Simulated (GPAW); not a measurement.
# BaTiO3 (Barioperovskite) (Amm2) in GPAW: reference runs

Aim: a first look at BaTiO3 (Barioperovskite) with PBEsol, on the cell as given.

All numbers are computed with GPAW 26.7.0; they aren't measurements. Logs are shortened: lines on timing, memory, paths and dates and some standing lists are left out, and cuts for length are marked. The log counts tension as positive stress, the text compression.

## (1) The crystal as given

Symmetry: Amm2, No. 38, orthorhombic system. Conventional cell: a = 3.986 Å, b = 5.674 Å, c = 5.690 Å, α = 90.00°, β = 90.00°, γ = 90.00°. Ba (site symmetry mm2) has 12 O at 2.77 to 2.92 Å as nearest neighbours. Ti (site symmetry mm2) has 6 O at 1.93 to 2.09 Å as nearest neighbours. O (site symmetry m) has 2 Ti at 1.93 to 2.09 Å as nearest neighbours. Around O (site symmetry mm2) lie 2 Ti at 2.00 Å.

## (2) Single point, PBEsol

run.py reads:

```python
from ase import Atoms
from ase.dft.bandgap import bandgap
from ase.io import write
from ase.units import GPa
from gpaw import GPAW, PW, setup_paths

setup_paths.insert(0, '.')

atoms = Atoms(['Ba', 'Ti', 'O', 'O', 'O'],
              cell=[[3.9855, 0.0, 0.0],
                    [0.0, 2.8369, 2.84515],
                    [0.0, -2.8369, 2.84515]],
              scaled_positions=[[0.0, 0.0, 0.0],
                                [0.5, 0.5124, 0.5124],
                                [0.5, 0.99184, 0.50524],
                                [0.5, 0.50524, 0.99184],
                                [0.0, 0.4874, 0.4874]],
              pbc=True)

calc = GPAW(mode=PW(800),
            xc='PBEsol',
            kpts={'size': (7, 7, 7), 'gamma': True},
            occupations={'name': 'fermi-dirac', 'width': 0.05},
            nbands=36,
            convergence={'density': 1e-05, 'energy': 1e-05},
            maxiter=150,
            txt='gpaw.txt')
atoms.calc = calc
energy = atoms.get_potential_energy()
forces = atoms.get_forces()
stress = atoms.get_stress()
calc.write('gs.gpw')
write('result.traj', atoms)
print(f'Energy: {energy:.6f} eV')
print('Forces (eV/A):')
print(forces.round(4))
print('Stress (GPa):', (stress / GPa).round(3))
print('Fermi level:', round(calc.get_fermi_level(), 4), 'eV')
print(f'Gap: {bandgap(calc)[0]:.4f} eV, direct: {bandgap(calc, direct=True)[0]:.4f} eV')
```

Potentials or basis: PAW data sets generated in the run's folder for this functional, pw.

Started as:

```console
$ gpaw-setup -f PBEsol Ba O Ti
$ OMP_NUM_THREADS=1 python run.py
```

gpaw.txt:

```text
__  _  _
 | _ |_)|_||  |
 |__||  | ||/\| - 26.7.0

Input parameters:
  mode=PW(ecut=800.0),
  convergence={'density': 1e-05, 'energy': 1e-05},
  kpts=MonkhorstPack(size=(7, 7, 7), gamma=True),
  maxiter=150,
  nbands=36,
  occupations=Occupations(name='fermi-dirac', width=0.05),
  xc=XC(name='PBEsol')

Diagonalizing LCAO Hamiltonian
Converting LCAO to pw mode

              O
            O
        O    Ti

        Ba

Atoms  # Å, Bohr magnetons
|   | symbol |        x |         y |        z |    initial magnetic moments |
|---|--------|----------|-----------|----------|-----------------------------|
| 0 |     Ba | 0.000000 |  0.000000 | 0.000000 | ( 0.0000,  0.0000,  0.0000) |
| 1 |     Ti | 1.992750 |  0.000000 | 2.915710 | ( 0.0000,  0.0000,  0.0000) |
| 2 |      O | 1.992750 |  1.380436 | 4.259417 | ( 0.0000,  0.0000,  0.0000) |
| 3 |      O | 1.992750 | -1.380436 | 4.259417 | ( 0.0000,  0.0000,  0.0000) |
| 4 |      O | 0.000000 | -0.000000 | 2.773452 | ( 0.0000,  0.0000,  0.0000) |

Unit cell  # Å
| periodic |        x |         y |        z |  lengths |    angles |
|----------|----------|-----------|----------|----------|-----------|
|      yes | 3.985500 |  0.000000 | 0.000000 | 3.985500 | 89.833620 |
|      yes | 0.000000 |  2.836900 | 2.845150 | 4.017820 | 90.000000 |
|      yes | 0.000000 | -2.836900 | 2.845150 | 4.017820 | 90.000000 |

Number of symmetries: 4
Symmetry operations  # r_c * U_cc + t_c -> r_c
|   | kind |            matrix            |
|---|------|------------------------------|
| 0 |  E   |  1, 0, 0,  0, 1, 0,  0, 0, 1 |
| 1 |  σ   |  1, 0, 0,  0, 0, 1,  0, 1, 0 |
| 2 |  σ   | -1, 0, 0,  0, 1, 0,  0, 0, 1 |
| 3 |  C2  | -1, 0, 0,  0, 0, 1,  0, 1, 0 |

BZ-sampling:
  Number of BZ points: 343
  Number of IBZ points: 64

  Monkhorst-Pack size: [7, 7, 7]
  Monkhorst-Pack shift: [0, 0, 0]

K-points  # in reciprocal-cell coordinates
|     |                                coordinates |     weight |
|-----|--------------------------------------------|------------|
|   0 | (  0.00000000,   0.00000000,   0.00000000) | 0.00291545 |
|   1 | (  0.00000000,   0.14285714,  -0.14285714) | 0.00583090 |
|   2 | (  0.00000000,   0.14285714,   0.00000000) | 0.01166181 |
|   3 | (  0.00000000,   0.14285714,   0.14285714) | 0.00583090 |
|   4 | (  0.00000000,   0.28571429,  -0.28571429) | 0.00583090 |
|   5 | (  0.00000000,   0.28571429,  -0.14285714) | 0.01166181 |
|   6 | (  0.00000000,   0.28571429,   0.00000000) | 0.01166181 |
|   7 | (  0.00000000,   0.28571429,   0.14285714) | 0.01166181 |
|   8 | (  0.00000000,   0.28571429,   0.28571429) | 0.00583090 |
|   9 | (  0.00000000,   0.42857143,  -0.42857143) | 0.00583090 |
| ... |                                            |            |
|  63 | (  0.42857143,   0.42857143,   0.42857143) | 0.01166181 |

Plane wave coefficients: 3334
Cutoff: 800.0 eV

Spin-components: 1 (collinear spins)
Bands:           36
Projectors:      27
Spin-degeneracy: 2
Datatype:        complex128

Parallelization:
  kpt:    1
  domain: 1
  band:   1

Density:
  Valence electrons: 40.0
  Components: 1
  Grid points: [27 27 27]
  Charge: 0.0  # |e|

Potential:
  Grid points: [27 27 27]

species:
  Ba:
    name:    Barium
    Z:       56.0
    valence: 10
    core:    46
    charge:  0.0  # [|e|]
    compensation charges:
      type: gauss
      rc: 0.37  # [Å]
      lmax: 2
    cutoffs:
      filter: 2.06  # [Å]
      core: 2.33  # [Å]
    projectors
    | kind |    occ | energy [eV] | rcut [Å] |
    |------|--------|-------------|----------|
    |   5s |  2.000 |     -33.673 |    1.164 |
    |   6s |  2.000 |      -3.245 |    1.164 |
    |   5p |  6.000 |     -18.749 |    1.164 |
    |    p |        |       0.000 |    1.164 |
    |    d |        |       0.000 |    1.164 |
    |    d |        |      27.211 |    1.164 |

    Using partial waves for Ba as LCAO basis

  Ti:
    name:    Titanium
    Z:       22.0
    valence: 12
    core:    10
    charge:  0.0  # [|e|]
    compensation charges:
      type: gauss
      rc: 0.38  # [Å]
      lmax: 2
    cutoffs:
      filter: 2.23  # [Å]
      core: 1.02  # [Å]
    projectors
    | kind |    occ | energy [eV] | rcut [Å] |
    |------|--------|-------------|----------|
    |   3s |  2.000 |     -62.441 |    1.270 |
    |   4s |  2.000 |      -4.477 |    1.270 |
    |   3p |  6.000 |     -38.776 |    1.058 |
    |   4p |  0.000 |      -1.449 |    1.058 |
    |   3d |  2.000 |      -4.275 |    1.058 |
    |    d |        |      22.937 |    1.058 |

    Using partial waves for Ti as LCAO basis

  O:
    name:    Oxygen
    Z:       8.0
    valence: 6
    core:    2
    charge:  0.0  # [|e|]
    compensation charges:
      type: gauss
      rc: 0.21  # [Å]
      lmax: 2
    cutoffs:
      filter: 1.17  # [Å]
      core: 0.83  # [Å]
    projectors
    | kind |    occ | energy [eV] | rcut [Å] |
    |------|--------|-------------|----------|
    |   2s |  2.000 |     -23.808 |    0.688 |
    |   2p |  4.000 |      -8.972 |    0.598 |
    |    s |        |       3.404 |    0.688 |
    |    p |        |      18.239 |    0.598 |
    |    d |        |       0.000 |    0.619 |

    Using partial waves for O as LCAO basis

Reference energy: -250490.376484  # eV

eigensolver:
  PPCG
  Converge bands: occupied
  niter=2

density mixing:
  MSR1-Mixer
  Pratt-step length: 0.05
  Maximum mixing coefficient: 0.75
  Old densities: 10
  SVD Regularization: 0.005
  Good broyden scale: 1.0
  Trust region scale: 1.0
  Backstep threshold: 4.0
  History deletion threshold: 6.0
  Fourier metric: weight=20.0, sigma=0.015

occupation numbers:
  Fermi-Dirac:
    width: 0.0500  # eV

poisson solver:
  ecut: 6400.0  # eV

xc functional:
  name: PBEsol with 2 nearest neighbor stencil

convergence criteria:
- Maximum integral of absolute [dens]ity change: 1e-05 electrons / valence electron
- Maximum [total energy] change in last 3 cyles: 1e-05 eV / valence electron
- Maximum integral of absolute [eigenst]ate change: 4e-08 eV^2 / valence electron
maximum number of iterations: 150

SCF iterations
|iter     | |      energy | eigst |  dens |
|---------|-|-------------|-------|-------|
|iter:   1| |  -46.457770 | +0.28 |       |
|iter:   2| |  -44.872685 | -1.42 | -0.88 |
|iter:   3| |  -41.690764 | -0.94 | -0.96 |
|iter:   4| |  -41.513731 | -2.23 | -1.47 |
|iter:   5| |  -41.480682 | -2.89 | -1.65 |
|iter:   6| |  -41.481334 | -3.67 | -1.99 |
|iter:   7| |  -41.481457 | -4.55 | -2.78 |
|iter:   8| |  -41.481358c| -5.14 | -3.06 |
|iter:   9| |  -41.481358c| -6.45 | -3.57 |
|iter:  10| |  -41.481359c| -7.68c| -4.06 |
|iter:  11| |  -41.481359c| -8.40c| -5.05c|

Converged in 11 steps
Energy contributions relative to reference atoms: (reference = -250490.376484)

Energy contributions:
  Kinetic:          39.327295
  Coulomb:         -42.921231
  Zero:              0.828753
  External:          0.000000
  Xc:              -38.716176
  Entropy:          -0.000000
  Spinorbit:         0.000000
  ----------------------------
  Free energy:     -41.481359
  Extrapolated:    -41.481359

dipole moment: (-35.262826, -0.000000, -19.434066)  # |e|*Ang

Fermi level: 8.428
Eigenvalues  # (at kpt = [0.000, 0.000, 0.000])
| band index |      eig [eV] | occ [0-2] |
|------------|---------------|-----------|
|          0 |       -48.751 |     2.000 |
|        ... |               |           |
|         12 |         5.178 |     2.000 |
|         13 |         5.178 |     2.000 |
|         14 |         6.260 |     2.000 |
|         15 |         6.317 |     2.000 |
|         16 |         6.371 |     2.000 |
|         17 |         7.140 |     2.000 |
|         18 |         7.247 |     2.000 |
|         19 |         7.292 |     2.000 |
|         20 |         9.327 |     0.000 |
|         21 |         9.390 |     0.000 |
|         22 |         9.551 |     0.000 |
|         23 |        11.574 |     0.000 |
|         24 |        11.621 |     0.000 |
|         25 |        12.384 |     0.000 |
|         26 |        12.480 |     0.000 |
|         27 |        14.656 |     0.000 |
|        ... |               |           |
|         35 |        27.502 |     0.000 |

Gap: 1.913 eV
Transition (v -> c):
  (s=0, k=63, n=19, [0.43, 0.43, 0.43]) -> (s=0, k=0, n=20, [0.00, 0.00, 0.00])
Direct/indirect transitions are different
Direct gap: 2.035 eV
Transition at: (s=0, k=0, n=19, [0.00, 0.00, 0.00])

Forces  # eV/Ang
|       x |        y |        z |
|---------|----------|----------|
| 0.00000 | -0.00000 |  0.15695 |  # Ba   0
| 0.00000 |  0.00000 |  0.14189 |  # Ti   1
| 0.00000 |  0.00904 | -0.25497 |  # O    2
| 0.00000 | -0.00904 | -0.25497 |  # O    3
| 0.00000 |  0.00000 |  0.21096 |  # O    4

Stress tensor  # eV/Ang^3
|        x |        y |        z |
|----------|----------|----------|
| 0.014623 | 0.000000 | 0.000000 |
| 0.000000 | 0.013747 | 0.000000 |
| 0.000000 | 0.000000 | 0.017718 |

# Writing to gs.gpw (mode='')
```

Run time: 82 s. Hardware: 1 thread of Intel Xeon 6975P-C (Granite Rapids), shared host; peak memory 0.35 GiB.

Results:

```
Free energy            : -41.4814 eV
Pressure               : -2.5 GPa
Largest force          : 0.255 eV/Å
Band gap on the k mesh : 1.91 eV, indirect (least direct gap 2.04 eV)
```

Forces on the atoms (eV/Å):
```
Ba   0.000  0.000  0.157
Ti   0.000  0.000  0.142
O    0.000  0.009 -0.255
O    0.000 -0.009 -0.255
O    0.000  0.000  0.211
```

Caveat: spin-orbit coupling is left out, which moves the levels of the heavy elements; an odd mesh through Γ misses points on the zone boundary, where band edges often lie.
